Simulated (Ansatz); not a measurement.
# MgS (Niningerite) (Fm-3m) in Ansatz: further runs

The runs below take MgS (Niningerite) through band structure, with PBE.

Everything below comes from runs of Ansatz 0.2.0. Logs are shortened: lines on timing, memory, paths and dates and some standing lists are left out, and cuts for length are marked.

**1. The structure**

The structure is cubic, space group Fm-3m (No. 225). Conventional cell: a = 5.203 Å, b = 5.203 Å, c = 5.203 Å, α = 90.00°, β = 90.00°, γ = 90.00°. S (site symmetry m-3m) is surrounded by 6 Mg at 2.60 Å. Mg (site symmetry m-3m) is surrounded by 6 S at 2.60 Å.

**2. Band structure, PBE**

input.yaml

```yaml
crystal:
  lattice:
    - [0.0, 2.60165, 2.60165]
    - [2.60165, 0.0, 2.60165]
    - [2.60165, 2.60165, 0.0]
  atoms:
    - { symbol: S, position: [0.5, 0.5, 0.5] }
    - { symbol: Mg, position: [0.0, 0.0, 0.0] }
hamiltonian:
  xc: pbe
  pseudopotentials: { kind: nc, accuracy: stringent }
kpoints:
  mp_grid: { grid: [9, 9, 9] }
  band_path:
    path:
      - [[0.0, 0.0, 0.0], [0.5, 0.0, 0.5], [0.5, 0.25, 0.75], [0.375, 0.375, 0.75], [0.0, 0.0, 0.0], [0.5, 0.5, 0.5], [0.625, 0.25, 0.625], [0.5, 0.25, 0.75], [0.5, 0.5, 0.5], [0.375, 0.375, 0.75]]
      - [[0.625, 0.25, 0.625], [0.5, 0.0, 0.5]]
    npoints: 14
scf:
  occupations: { method: fermi_dirac, width: 0.05 }
  n_extra_bands: 6
output:
  forces: true
  stress: true
  eigenvalues: true
  fatbands: false
```

Potentials or basis: PseudoDojo stringent (PBE files).

On the command line:

```bash
$ ansatz run input.yaml --threads 2 --pin off --max-ram 5632MiB --backend cpu --events-out ev --progress --plain --runs-dir out
```

The program printed:

```text
Warning: The stringent table, which hamiltonian.pseudopotentials names, holds the potential of the library's standard table for S, Mg (one content_sha256, or a second file that the publisher made of the same generator input, which states another). The run takes no other species from the library, so that hamiltonian.pseudopotentials.accuracy: standard would change no potential of it. The deck needs no change, but a comparison with a run at hamiltonian.pseudopotentials.accuracy: standard does not test the potential of S, Mg. With hamiltonian.pseudopotentials.accuracy and source left out a run reads another potential of Mg, from this project's own files. To test it, run on another potential, such as that of hamiltonian.pseudopotentials: {kind: paw}
Warning: RAYON_NUM_THREADS=2 ignored (pool sized by the plan → 2); use --threads N
scf.n_extra_bands = 6 over 8 filled bands (N_el = 16.0): the run solves 14 bands
Engine: ansatz 0.2.0, x86_64-unknown-linux-gnu
Pseudopotentials: kind: nc
Pseudopotential: S, nc, valence charge 6, recommended cutoff 770 eV (normal), S.nc.azcp (PseudoDojo's, or run here from an input of PseudoDojo's; its table is named by hamiltonian.pseudopotentials.accuracy)
Pseudopotential: Mg, nc, valence charge 10, recommended cutoff 1142.878222 eV (normal), Mg.nc.azcp (PseudoDojo's, or run here from an input of PseudoDojo's; its table is named by hamiltonian.pseudopotentials.accuracy)
Functional definition: PBE
  parameter kappa = 0.804
  parameter beta = 0.06672455060314922
  exchange = pbe_x(kappa = kappa, mu = beta*pi^2/3)
  correlation = pbe_c(beta = beta)
Crystal: 2 atoms, lattice volume = 35.219 Å³
Basis set: ecut = 1142.878222 eV, 3119 PW (Γ), exchange–correlation on 90×90×90 points (8 copies of the dense FFT grid, shifted against one another)
Bands: 14, of which v1, the nominal top of the filled ones, is band 8 counted from 1 (7 counted from 0)
Symmetry: 48 space group operations
Space group: Fm-3m (ITA 225), of the structure as read, at distance tolerance 3.3e-5 Å
k-points: 35 of 729
Non-local potential: S, projectors of the file, l = 0: 2, l = 1: 2, l = 2: 2
Non-local potential: Mg, projectors of the file, l = 0: 2, l = 1: 2
Initial density: superposition of atomic densities (chi_scale 0.1, normalization cell, long waves kept (reshape's long-wave potential 0.00 eV rms))
Initial wavefunctions: pseudopotential atomic-orbital guess
Functional: x = pbe(κ = 0.804, μ = 0.2195149727645171), c = pbe(β = 0.06672455060314922)
SCF iter   1: F=—  HF=-1918.635724 eV  |F-HF|=—  |Δ(HF+E_count)|=         —  Δρ=4.41e-2  dr2=3.71e-1  ethr=3.10e-3  ⟨swp⟩=6.2  Hψ=3368  notcnv=0
preconditioner: auto → none  [insulator: Δε(μ)=2.964 eV  Ē_g=13.504 eV  σ=0.050 eV  W_gap=1.00  n_scr=8 (ndim 8)  ℏωp=17.7 eV  f_vac=0.000  D(μ)=0.00/eV (n_scr^D=0)  ε∞_Penn≈2.7]
SCF iter   2: F=—  HF=-1918.542256 eV  |F-HF|=—  |Δ(HF+E_count)|=   9.35e-2  Δρ=1.61e-2  dr2=4.12e-2  ethr=2.32e-3  ⟨swp⟩=3.0  Hψ=1190  notcnv=0  defer=58
SCF iter   3: F=—  HF=-1918.547642 eV  |F-HF|=—  |Δ(HF+E_count)|=   5.39e-3  Δρ=4.61e-3  dr2=3.53e-3  ethr=2.57e-4  ⟨swp⟩=2.5  Hψ=822  notcnv=0  defer=59
SCF iter   4: F=—  HF=-1918.548917 eV  |F-HF|=—  |Δ(HF+E_count)|=   1.27e-3  Δρ=9.14e-4  dr2=1.27e-4  ethr=2.21e-5  ⟨swp⟩=2.0  Hψ=614  notcnv=0  defer=59
SCF iter   5: F=—  HF=-1918.549014 eV  |F-HF|=—  |Δ(HF+E_count)|=   9.66e-5  Δρ=1.19e-4  dr2=1.12e-6  ethr=7.95e-7  ⟨swp⟩=2.1  Hψ=534  notcnv=0  defer=59
SCF iter   6: F=—  HF=-1918.548926 eV  |F-HF|=—  |Δ(HF+E_count)|=   8.76e-5  Δρ=9.94e-6  dr2=4.84e-8  ethr=6.25e-10  ⟨swp⟩=11.3  Hψ=2915  notcnv=0
SCF iter   7: F=-1918.548926 eV  HF=-1918.548926 eV  |F-HF|=4.50e-11  |Δ(HF+E_count)|=   1.13e-9  Δρ=6.57e-7  dr2=1.62e-10  ethr=3.02e-10  ⟨swp⟩=3.0  Hψ=1591  notcnv=0
SCF 1 converged in 7 iterations: F = -1918.548926 eV  dr2 = 1.62e-10
NSCF: frozen V_eff on 142 k-points
SCF converged after 7 iterations
Free energy (F): -1918.548926 eV
Harris-Foulkes:  -1918.548926 eV  (|F-HF|=4.50e-11)
Internal energy: -1918.548926 eV  (E = F + TS)
E sigma→0 (E₀):  -1918.548926 eV
Fermi energy:    7.833347 eV
--- Per-component energies (eV) ---
  E_band       = -332.623223
  E_kinetic    = 1030.822608
  E_local      = -1756.591794  (includes V_loc(G=0)·N_el)
  E_nonlocal   = -450.288031
  E_hartree    = 604.401308
  E_xc         = -303.152998
  E_vxc        = -365.368633  (∫ρ·V_xc dr)
  E_ewald      = -1043.740020
  E_smearing   = -0.000000  (= −TS)
  E_closure    = 0.000000  (closes the sum)
  Σ components = -1918.548926   (vs F -1918.548926, Δ=0.00e0)
--- Forces (eV/Å), atoms counted from 1 ---
  atom   1  S      0.00000000    -0.00000000     0.00000000
  atom   2  Mg    -0.00000000     0.00000000     0.00000000
  max |Σ_I F_I| component: 5.72e-30 eV/Å
--- Stress (GPa, compression-positive) ---
        1.225178       0.000000       0.000000
        0.000000       1.225178      -0.000000
       -0.000000      -0.000000       1.225178
  P = ⅓ Tr σ = 1.2252 GPa (12.252 kbar)
--- Band table (eV; the first three rows and the last of 35) ---
  k-point 0: bands = ["-68.4084", "-35.1622", "-35.1622", "-35.1622", "-6.2979", "6.3657", "6.3657", "6.3657", "10.0784", "14.3194", "14.3194", "14.3194", "16.6883", "16.6883"]
  k-point 1: bands = ["-68.4083", "-35.1629", "-35.1623", "-35.1623", "-6.1774", "5.5027", "6.2855", "6.2855", "10.7601", "14.0301", "14.5310", "14.5310", "16.1344", "16.1344"]
  k-point 2: bands = ["-68.4082", "-35.1648", "-35.1625", "-35.1625", "-5.8435", "3.9486", "6.0989", "6.0989", "11.3396", "14.3433", "14.3433", "14.3681", "16.3331", "16.3331"]
  k-point 34: bands = ["-68.4079", "-35.1667", "-35.1659", "-35.1645", "-4.6129", "2.8342", "3.4017", "4.2608", "11.5510", "13.7480", "14.0562", "15.4805", "19.9719", "20.2620"]
```

Run time: 4.5 s. Hardware: 2 threads of AMD EPYC 7R43 (Zen 3), shared host; peak memory 0.47 GiB.

What came out:

| Item | Value |
| --- | --- |
| Free energy | -1918.5489 eV |
| Pressure | 1.2 GPa |
| Band gap on the k mesh | 2.92 eV, indirect (least direct gap 3.71 eV) |
| Band gap along the path | 2.79 eV, indirect (least direct gap 3.71 eV) |

Levels at the corners of the path, in eV from the valence-band top:
| point | band 4 | band 5 | band 6 | band 7 | band 8 | band 9 | band 10 | band 11 | band 12 | band 13 |
| --- | --- | --- | --- | --- | --- | --- | --- | --- | --- | --- |
| Γ | -41.53 | -12.66 | 0.00 | 0.00 | 0.00 | 3.71 | 7.95 | 7.95 | 7.95 | 10.32 |
| X | -41.53 | -10.99 | -4.18 | -1.68 | -1.68 | 2.79 | 4.41 | 12.00 | 12.73 | 13.39 |
| W | -41.53 | -10.94 | -3.22 | -3.22 | -2.35 | 5.26 | 7.95 | 7.95 | 8.06 | 14.36 |
| K | -41.53 | -10.99 | -3.68 | -3.18 | -1.36 | 3.92 | 6.70 | 9.68 | 10.06 | 11.91 |
| Γ | -41.53 | -12.66 | 0.00 | 0.00 | 0.00 | 3.71 | 7.95 | 7.95 | 7.95 | 10.32 |
| L | -41.53 | -11.35 | -4.82 | -0.58 | -0.58 | 4.55 | 6.90 | 6.90 | 10.13 | 12.19 |
| U | -41.53 | -10.99 | -3.68 | -3.18 | -1.36 | 3.92 | 6.70 | 9.68 | 10.06 | 11.91 |
| W | -41.53 | -10.94 | -3.22 | -3.22 | -2.35 | 5.26 | 7.95 | 7.95 | 8.06 | 14.36 |
| L | -41.53 | -11.35 | -4.82 | -0.58 | -0.58 | 4.55 | 6.90 | 6.90 | 10.13 | 12.19 |
| K | -41.53 | -10.99 | -3.68 | -3.18 | -1.36 | 3.92 | 6.70 | 9.68 | 10.06 | 11.91 |
| U | -41.53 | -10.99 | -3.68 | -3.18 | -1.36 | 3.92 | 6.70 | 9.68 | 10.06 | 11.91 |
| X | -41.53 | -10.99 | -4.18 | -1.68 | -1.68 | 2.79 | 4.41 | 12.00 | 12.73 | 13.39 |

Caveat: the k mesh misses the band edges, so the gap on the mesh is wider than the one along the path.

**3. Band structure, PBE**

Edit input.yaml of step 2 so:

```diff
@@ -10,3 +10,3 @@
   xc: pbe
-  pseudopotentials: { kind: nc, accuracy: stringent }
+  pseudopotentials: { kind: paw, source: ansatz }
 kpoints:
```

Potentials or basis: Ansatz PAW earlier set.

On the command line:

```bash
$ ansatz run input.yaml --threads 2 --pin off --max-ram 5632MiB --backend cpu --events-out ev --progress --plain --runs-dir out
```

It took 2.5 s on 2 threads of AMD EPYC 7R43 (Zen 3), shared host; peak memory 0.38 GiB.

It converged, with:

```
Free energy             : -2828.7374 eV
Pressure                : 1.2 GPa
Band gap on the k mesh  : 2.92 eV, indirect (least direct gap 3.72 eV)
Band gap along the path : 2.79 eV, indirect (least direct gap 3.72 eV)
```

Levels at the corners of the path, in eV from the valence-band top:
```tsv
point	band 5	band 6	band 7	band 8	band 9	band 10	band 11	band 12
Γ	-12.66	0.00	0.00	0.00	3.72	7.92	7.92	7.92
X	-10.99	-4.18	-1.68	-1.68	2.79	4.39	12.01	12.67
W	-10.94	-3.22	-3.22	-2.35	5.25	7.93	7.93	8.06
K	-10.99	-3.68	-3.18	-1.36	3.91	6.69	9.67	10.06
Γ	-12.66	0.00	0.00	0.00	3.72	7.92	7.92	7.92
L	-11.35	-4.83	-0.59	-0.59	4.55	6.89	6.89	10.14
U	-10.99	-3.68	-3.18	-1.36	3.91	6.69	9.67	10.06
W	-10.94	-3.22	-3.22	-2.35	5.25	7.93	7.93	8.06
L	-11.35	-4.83	-0.59	-0.59	4.55	6.89	6.89	10.14
K	-10.99	-3.68	-3.18	-1.36	3.91	6.69	9.67	10.06
U	-10.99	-3.68	-3.18	-1.36	3.91	6.69	9.67	10.06
X	-10.99	-4.18	-1.68	-1.68	2.79	4.39	12.01	12.67
```

Caveat: the k mesh misses the band edges, so the gap on the mesh is wider than the one along the path.
